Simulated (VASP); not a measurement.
# SnI2 (Fm-3m): band edges, masses and strain, part 2 of 8

The runs below take SnI2 at its given cell and follow the band edges through several levels. The cell is generated by rule, not measured, and may not be a known phase.

VASP 6.6.1, plane waves and PAW; the level of theory is named at each step.

So far, least gap on mesh and path (eV): step 3 (bands on a dense mesh) 1.24.

## (4) Effective masses

Level of this step: PBEsol; plane waves and PAW (Sn_d, I); invented cell (VASP).

Masses follow from the curvature at each edge; two step lengths test the parabola and the numerical noise.

INCAR

```
SYSTEM = SnI2
PREC = Accurate
ENCUT = 400
EDIFF = 1E-08
NELM = 100
ISMEAR = 0
SIGMA = 0.02
LREAL = .FALSE.
ALGO = Normal
GGA = PS
NBANDS = 20
LORBIT = 11
LWAVE = .FALSE.
LCHARG = .FALSE.
KPAR = 4
```

POSCAR

```
SnI2
1.0
    0.0000000000      3.7828000000      3.7828000000
    3.7828000000      0.0000000000      3.7828000000
    3.7828000000      3.7828000000      0.0000000000
Sn I
1 2
Direct
    0.0000000000      0.0000000000      0.0000000000
    0.2500000000      0.2500000000      0.2500000000
    0.7500000000      0.7500000000      0.7500000000
```

KPOINTS

```
Automatic mesh
0
Gamma
6 6 6
0 0 0
```

KPOINTS_OPT

```
points round the band edges
26
Reciprocal
  0.5000000000   0.0000000000   0.5000000000 1
  0.2173913000   0.0000000000   0.2173913000 1
  0.5000000000  -0.0048164105   0.4951835895 1
  0.5000000000   0.0048164105   0.5048164105 1
  0.4951835895   0.0000000000   0.4951835895 1
  0.5048164105   0.0000000000   0.5048164105 1
  0.4951835895  -0.0048164105   0.5000000000 1
  0.5048164105   0.0048164105   0.5000000000 1
  0.5000000000  -0.0180615396   0.4819384604 1
  0.5000000000   0.0180615396   0.5180615396 1
  0.4819384604   0.0000000000   0.4819384604 1
  0.5180615396   0.0000000000   0.5180615396 1
  0.4819384604  -0.0180615396   0.5000000000 1
  0.5180615396   0.0180615396   0.5000000000 1
  0.2173913000  -0.0048164105   0.2125748895 1
  0.2173913000   0.0048164105   0.2222077105 1
  0.2125748895   0.0000000000   0.2125748895 1
  0.2222077105   0.0000000000   0.2222077105 1
  0.2125748895  -0.0048164105   0.2173913000 1
  0.2222077105   0.0048164105   0.2173913000 1
  0.2173913000  -0.0180615396   0.1993297604 1
  0.2173913000   0.0180615396   0.2354528396 1
  0.1993297604   0.0000000000   0.1993297604 1
  0.2354528396   0.0000000000   0.2354528396 1
  0.1993297604  -0.0180615396   0.2173913000 1
  0.2354528396   0.0180615396   0.2173913000 1
```

Potentials, in the order of the species: Sn_d and I (PBE family, release 64).

The run is started by

```console
> mpirun -np 4 vasp_std
```

The log of the run:

```text
[... set-up lines as in an earlier step ...]
 entering main loop
       N       E                     dE             d eps       ncg     rms          rms(c)
[... 12 cycles as in an earlier step ...]
DAV:  13    -0.884518989827E+01   -0.48718E-06   -0.21040E-06   716   0.914E-03    0.252E-03
DAV:  14    -0.884518979235E+01    0.10591E-06   -0.79363E-07   716   0.779E-03    0.101E-03
DAV:  15    -0.884518990592E+01   -0.11356E-06   -0.23005E-07   676   0.232E-03    0.151E-03
DAV:  16    -0.884518992201E+01   -0.16090E-07   -0.57666E-09   480   0.648E-04    0.500E-04
DAV:  17    -0.884518993459E+01   -0.12589E-07   -0.29484E-09   428   0.355E-04    0.402E-04
DAV:  18    -0.884518992726E+01    0.73378E-08   -0.38117E-10   380   0.196E-04
   1 F= -.88451899E+01 E0= -.88451899E+01  d E =-.220122E-18
 Start KPOINTS_OPT (optional k-point list driver)
k-point batch [1-16\26]
       N       E                     dE             ncg
DAV:   1     0.418008369660E+03   -0.91474E+04      644
DAV:   2    -0.248167042497E+04   -0.28997E+04      780
DAV:   3    -0.279249506986E+04   -0.31082E+03      744
DAV:   4    -0.280467071536E+04   -0.12176E+02      780
DAV:   5    -0.280514297756E+04   -0.47226E+00      792
DAV:   6    -0.280515965094E+04   -0.16673E-01      840
DAV:   7    -0.280516009914E+04   -0.44820E-03      836
DAV:   8    -0.280516010500E+04   -0.58638E-05      860
DAV:   9    -0.280516010505E+04   -0.51351E-07      656
DAV:  10    -0.280516010506E+04   -0.30809E-08      480
k-point batch [17-26\26]
       N       E                     dE             ncg
DAV:   1     0.317968371120E+04   -0.22417E+04      404
DAV:   2     0.137869772103E+04   -0.18010E+04      444
DAV:   3     0.116650892263E+04   -0.21219E+03      464
DAV:   4     0.115730660840E+04   -0.92023E+01      444
DAV:   5     0.115695846873E+04   -0.34814E+00      532
DAV:   6     0.115694920352E+04   -0.92652E-02      464
DAV:   7     0.115694888094E+04   -0.32258E-03      580
DAV:   8     0.115694887766E+04   -0.32768E-05      484
DAV:   9     0.115694887752E+04   -0.14111E-06      448
DAV:  10     0.115694887751E+04   -0.10678E-07      276
DAV:  11     0.115694887751E+04   -0.19697E-08      244
```

Wall time 12 s (4 MPI ranks of AMD EPYC 9R45, shared host); peak memory 0.86 GiB.

OUTCAR, selected parts (step 4):

```text
The static configuration has the point symmetry O_h .

 Found     16 irreducible k-points:

   NELECT =      28.0000    total number of electrons

 E-fermi :   4.4253

 k-point     1 :       0.0000    0.0000    0.0000
  band No.  band energies     occupation
    ...
     10       1.4956      2.00000
     11       1.4956      2.00000
     12       2.7099      2.00000
     13       2.7099      2.00000
     14       2.7099      2.00000
     15       5.8763      0.00000
     16       5.8763      0.00000
     17       5.8763      0.00000
     18       9.5419      0.00000
     19       9.5419      0.00000
    ...

 k-point     2 :       0.1667    0.0000    0.0000
  band No.  band energies     occupation
    ...
     10       1.4492      2.00000
     11       1.4492      2.00000
     12       2.5924      2.00000
     13       2.5924      2.00000
     14       3.4539      2.00000
     15       6.0738      0.00000
     16       6.1237      0.00000
     17       6.1237      0.00000
     18      10.0556      0.00000
     19      10.0556      0.00000
    ...

  Total        1.1284453      1.1284453      1.1284453      0.0000000      0.0000000      0.0000000
  in kB       16.7001733     16.7001733     16.7001733      0.0000000      0.0000000      0.0000000
  external PRESSURE =      16.7001733 kB  Pullay stress =       0.0000000 kB

 POSITION                                       TOTAL-FORCE (eV/Angst)
 -----------------------------------------------------------------------------------
      0.00000      0.00000      0.00000         0.000000     -0.000000     -0.000000
      1.89140      1.89140      1.89140         0.000000      0.000000      0.000000
      5.67420      5.67420      5.67420        -0.000000     -0.000000      0.000000
 -----------------------------------------------------------------------------------
    total drift:                               -0.000000      0.000000      0.000000

  FREE ENERGIE OF THE ION-ELECTRON SYSTEM (eV)
  ---------------------------------------------------
  free  energy   TOTEN  =        -8.8451899273 eV

  energy  without entropy=       -8.8451899273  energy(sigma->0) =       -8.84518993

[... 9 parts as in an earlier step ...]

[... 5 further parts left out ...]
```

This step gave:

- SCF cycles: 18
- bands: 20
- irreducible k-points: 16
- Fermi energy: 4.425 eV
- pressure: 1.670 GPa

Central differences; holes have negative curvature. Effective masses along the Cartesian axes:

```csv
edge,band from the gap,direction,step (Å⁻¹),mass (electron masses)
VBM,-1,x,0.008,-2.347
VBM,-1,y,0.008,-0.254
VBM,-1,z,0.008,-2.347
VBM,-1,x,0.03,-2.349
VBM,-1,y,0.03,-0.2548
VBM,-1,z,0.03,-2.349
CBM,1,x,0.008,0.2442
CBM,1,y,0.008,0.6751
CBM,1,z,0.008,0.2442
CBM,1,x,0.03,0.2457
CBM,1,y,0.03,0.6778
CBM,1,z,0.03,0.2457
```

The run ends at a pressure of 1.67 GPa.

## (5) Bands with spin-orbit coupling

This step: PBEsol, spin-orbit coupling; plane waves and PAW (Sn_d, I); invented cell (VASP 6.6.1).

Spin-orbit coupling can split and shift the band edges, more so for heavy elements, so the bands are solved again with spinors.

INCAR

```
SYSTEM = SnI2
PREC = Accurate
ENCUT = 400
EDIFF = 1E-06
NELM = 100
ISMEAR = 0
SIGMA = 0.02
LREAL = .FALSE.
ALGO = Normal
GGA = PS
LNONCOLLINEAR = .TRUE.
MAGMOM = 0 0 0 0 0 0 0 0 0
NBANDS = 40
GGA_COMPAT = .FALSE.
LASPH = .TRUE.
LSORBIT = .TRUE.
LORBIT = 11
LWAVE = .FALSE.
LCHARG = .FALSE.
KPAR = 4
ISIF = 2
```

POSCAR is that of step 4.

KPOINTS is that of step 4.

KPOINTS_OPT

```
Line mode
16
Line-mode
Reciprocal
  0.00000000   0.00000000   0.00000000 GAMMA
  0.50000000   0.00000000   0.50000000 X

  0.50000000   0.00000000   0.50000000 X
  0.50000000   0.25000000   0.75000000 W

  0.50000000   0.25000000   0.75000000 W
  0.37500000   0.37500000   0.75000000 K

  0.37500000   0.37500000   0.75000000 K
  0.00000000   0.00000000   0.00000000 GAMMA

  0.00000000   0.00000000   0.00000000 GAMMA
  0.50000000   0.50000000   0.50000000 L

  0.50000000   0.50000000   0.50000000 L
  0.62500000   0.25000000   0.62500000 U

  0.62500000   0.25000000   0.62500000 U
  0.50000000   0.25000000   0.75000000 W

  0.50000000   0.25000000   0.75000000 W
  0.50000000   0.50000000   0.50000000 L

  0.50000000   0.50000000   0.50000000 L
  0.37500000   0.37500000   0.75000000 K

  0.62500000   0.25000000   0.62500000 U
  0.50000000   0.00000000   0.50000000 X
```

The run is started by

```console
> mpirun -np 4 vasp_ncl
```

The log of the run:

```text
[... set-up lines as in an earlier step ...]
 entering main loop
       N       E                     dE             d eps       ncg     rms          rms(c)
DAV:   1     0.226914166170E+03    0.22691E+03   -0.10387E+04  1280   0.122E+03
DAV:   2     0.243202278608E+02   -0.20259E+03   -0.19360E+03  1344   0.334E+02
DAV:   3    -0.756486251385E+01   -0.31885E+02   -0.30794E+02  1552   0.133E+02
DAV:   4    -0.925913701602E+01   -0.16943E+01   -0.16880E+01  1480   0.335E+01
DAV:   5    -0.933053968149E+01   -0.71403E-01   -0.71392E-01  1712   0.698E+00    0.652E+00
DAV:   6    -0.916864769427E+01    0.16189E+00   -0.21293E-01  1696   0.397E+00    0.409E+00
DAV:   7    -0.915780619368E+01    0.10842E-01   -0.99638E-02  1432   0.166E+00    0.234E+00
DAV:   8    -0.915954922440E+01   -0.17430E-02   -0.71767E-03  1736   0.513E-01    0.693E-01
DAV:   9    -0.915903300557E+01    0.51622E-03   -0.32936E-03  1624   0.593E-01    0.139E-01
DAV:  10    -0.915917517785E+01   -0.14217E-03   -0.37099E-04  1384   0.140E-01    0.310E-02
DAV:  11    -0.915921851703E+01   -0.43339E-04   -0.41875E-05  1488   0.467E-02    0.187E-02
DAV:  12    -0.915923688529E+01   -0.18368E-04   -0.11790E-05  1312   0.170E-02    0.691E-03
DAV:  13    -0.915924085386E+01   -0.39686E-05   -0.41885E-06  1360   0.178E-02    0.489E-03
DAV:  14    -0.915924140342E+01   -0.54956E-06   -0.75774E-07  1072   0.454E-03
   1 F= -.91592414E+01 E0= -.91592414E+01  d E =-.314598E-35  mag=    -0.0000     0.0000     0.0000
 Start KPOINTS_OPT (optional k-point list driver)
k-point batch [1-16\160]
       N       E                     dE             ncg
DAV:   1     0.941242957528E+03   -0.34594E+04     1280
DAV:   2    -0.227705333218E+04   -0.32183E+04     1328
DAV:   3    -0.278378225988E+04   -0.50673E+03     1496
DAV:   4    -0.281207977243E+04   -0.28298E+02     1456
DAV:   5    -0.281317340322E+04   -0.10936E+01     1768
DAV:   6    -0.281319230619E+04   -0.18903E-01     1648
DAV:   7    -0.281319309457E+04   -0.78838E-03     1864
DAV:   8    -0.281319310193E+04   -0.73628E-05     1536
DAV:   9    -0.281319310207E+04   -0.13453E-06      824
[...]
k-point batch [145-160\160]
       N       E                     dE             ncg
DAV:   1     0.101305149916E+04   -0.94176E+04     1296
DAV:   2    -0.225042046586E+04   -0.32635E+04     1344
DAV:   3    -0.278276785901E+04   -0.53235E+03     1560
DAV:   4    -0.280998032409E+04   -0.27212E+02     1552
DAV:   5    -0.281107287843E+04   -0.10926E+01     1744
DAV:   6    -0.281109468821E+04   -0.21810E-01     1816
DAV:   7    -0.281109512527E+04   -0.43705E-03     1768
DAV:   8    -0.281109513117E+04   -0.59025E-05     1760
DAV:   9    -0.281109513129E+04   -0.11824E-06      904
```

Run time: 2.3 min. Hardware: 4 MPI ranks; peak memory 1.8 GiB; 9 min of CPU time.

Parts of OUTCAR (step 5):

```text
   k-points           NKPTS =     16   k-points in BZ     NKDIM =     16   number of bands    NBANDS=     40

   NELECT =      28.0000    total number of electrons

 E-fermi :   4.4687

 k-point     1 :       0.0000    0.0000    0.0000
  band No.  band energies     occupation
    ...
     24       2.0991      1.00000
     25       2.9887      1.00000
     26       2.9887      1.00000
     27       2.9887      1.00000
     28       2.9887      1.00000
     29       5.4731      0.00000
     30       5.4731      0.00000
     31       6.0697      0.00000
     32       6.0697      0.00000
     33       6.0697      0.00000
    ...

  Total        1.1709690      1.1709690      1.1709690      0.0000000      0.0000000     -0.0000000
  in kB       17.3294919     17.3294919     17.3294919      0.0000000      0.0000000     -0.0000000
  external PRESSURE =      17.3294919 kB  Pullay stress =       0.0000000 kB

 POSITION                                       TOTAL-FORCE (eV/Angst)
 -----------------------------------------------------------------------------------
      0.00000      0.00000      0.00000         0.000000     -0.000000      0.000000
      1.89140      1.89140      1.89140         0.000000      0.000000      0.000000
      5.67420      5.67420      5.67420        -0.000000     -0.000000     -0.000000
 -----------------------------------------------------------------------------------
    total drift:                                0.000000      0.000000      0.000000

  FREE ENERGIE OF THE ION-ELECTRON SYSTEM (eV)
  ---------------------------------------------------
  free  energy   TOTEN  =        -9.1592414034 eV

  energy  without entropy=       -9.1592414034  energy(sigma->0) =       -9.15924140

 Spin-Orbit-Coupling matrix elements
 Ion:    1  E_soc:     -0.0727566
 Ion:    2  E_soc:     -0.2802877
 Ion:    3  E_soc:     -0.2802877

 magnetization (x)
# of ion       s       p       d       tot
------------------------------------------
    1       -0.000  -0.000   0.000  -0.000
    2       -0.000   0.000   0.000   0.000
    3       -0.000   0.000   0.000  -0.000
--------------------------------------------------
tot         -0.000   0.000   0.000   0.000

 magnetization (y)
# of ion       s       p       d       tot
------------------------------------------
    1        0.000  -0.000   0.000  -0.000
    2        0.000  -0.000   0.000  -0.000
    3        0.000   0.000   0.000   0.000
--------------------------------------------------
tot          0.000  -0.000   0.000  -0.000

 magnetization (z)
# of ion       s       p       d       tot
------------------------------------------
    1       -0.000   0.000  -0.000  -0.000
    2        0.000   0.000   0.000   0.000
    3        0.000  -0.000   0.000  -0.000
--------------------------------------------------
tot         -0.000  -0.000   0.000  -0.000

[... 7 parts as in an earlier step ...]

[... 9 further parts left out ...]
```

LASPH is on here and off in the session's scalar semilocal runs, so a comparison with those holds both changes.

Numbers from this step:

| Quantity | Value |
| --- | --- |
| SCF cycles | 14 |
| bands | 40 |
| free energy (TOTEN) | -9.159 eV |
| Fermi energy | 4.469 eV |
| pressure | 1.733 GPa |
| least gap on mesh and path | 1.175 eV |
| least direct gap on mesh and path | 1.754 eV |
| conduction bottom at k | 0, 0, 0 |
| least direct gap at k | 0.3667, 0, 0.3667 |

The spin moment in the PAW sphere vanishes on all atoms.

On-site spin-orbit energy by atom:

```csv
atom,on-site spin-orbit energy (eV)
Sn1,-0.073
I2,-0.280
I3,-0.280
```

Electronic bands along the path, in eV, zero at the valence-band top; v1 is the highest filled band, c1 the lowest empty one:

```csv
point,v4,v3,v2,v1,c1,c2,c3,c4
Γ,-1.31,-1.31,-1.31,-1.31,1.18,1.18,1.77,1.77
0.47 of the way,-1.01,-1.01,-0.68,-0.68,1.22,1.22,2.57,2.57
X,-0.05,-0.05,0.00,0.00,1.75,1.75,3.83,3.83
0.47 of the way,-0.26,-0.26,-0.04,-0.04,2.37,2.37,3.36,3.36
W,-0.24,-0.24,-0.10,-0.10,2.74,2.74,3.18,3.18
0.47 of the way,-0.42,-0.42,-0.11,-0.11,2.82,2.82,3.13,3.13
K,-0.77,-0.77,-0.10,-0.10,2.89,2.89,3.25,3.25
0.47 of the way,-0.99,-0.99,-0.43,-0.43,2.06,2.06,2.46,2.46
Γ,-1.31,-1.31,-1.31,-1.31,1.18,1.18,1.77,1.77
0.53 of the way,-1.59,-1.59,-0.36,-0.36,1.97,1.97,2.40,2.40
L,-1.86,-1.86,-0.10,-0.10,2.73,2.73,3.24,3.24
0.53 of the way,-0.98,-0.98,-0.43,-0.43,2.86,2.86,3.28,3.28
U,-0.77,-0.77,-0.10,-0.10,2.89,2.89,3.25,3.25
0.53 of the way,-0.42,-0.42,-0.11,-0.11,2.82,2.82,3.13,3.13
W,-0.24,-0.24,-0.10,-0.10,2.74,2.74,3.18,3.18
0.53 of the way,-0.99,-0.99,-0.44,-0.44,2.84,2.84,3.29,3.29
L,-1.86,-1.86,-0.10,-0.10,2.73,2.73,3.24,3.24
0.47 of the way,-1.11,-1.11,-0.38,-0.38,2.84,2.84,3.28,3.28
K,-0.77,-0.77,-0.10,-0.10,2.89,2.89,3.25,3.25
jump to U,-0.77,-0.77,-0.10,-0.10,2.89,2.89,3.25,3.25
0.47 of the way,-0.36,-0.36,-0.03,-0.03,2.25,2.25,3.56,3.56
X,-0.05,-0.05,0.00,0.00,1.75,1.75,3.83,3.83
```

Of the projections kept (Sn, I), the largest for each band there; the rest of the weight can lie on other orbitals:

```csv
point,v4,v3,v2,v1,c1,c2,c3,c4
Γ,I 0.73,I 0.73,I 0.73,I 0.73,Sn 0.60,Sn 0.60,Sn 0.50,Sn 0.50
X,I 0.98,I 0.98,I 0.99,I 0.99,Sn 0.78,Sn 0.78,Sn 0.68,Sn 0.68
W,I 0.97,I 0.97,I 0.98,I 0.98,Sn 0.75,Sn 0.75,Sn 0.66,Sn 0.66
K,I 0.93,I 0.93,I 0.98,I 0.98,Sn 0.61,Sn 0.61,Sn 0.70,Sn 0.70
Γ,I 0.73,I 0.73,I 0.73,I 0.73,Sn 0.60,Sn 0.60,Sn 0.50,Sn 0.50
L,I 0.97,I 0.97,I 0.74,I 0.74,Sn 0.63,Sn 0.63,Sn 0.60,Sn 0.60
```

(Part 2 of 8 ends here.)

[Lines on the potential files, build, host, timing and source positions are cut from VASP's logs without a mark.]

[Logs are printed without paths, hosts, clocks, repeated set-up lines and the standing remarks that a program may print on its own settings, such as how far it seeks lower states.]

[Hosts, paths, dates, database ids (printed as entryN), source tags and the programs' standing remarks are cut or masked in the printed files.]

[In band tables of VASP the shares of atoms and orbitals are scaled to a sum of 1 inside the atoms' spheres.]

[Gaps and slopes under strain along one axis are those of the sampled path and mesh points; where strain splits equal valleys, another of them can be the edge.]
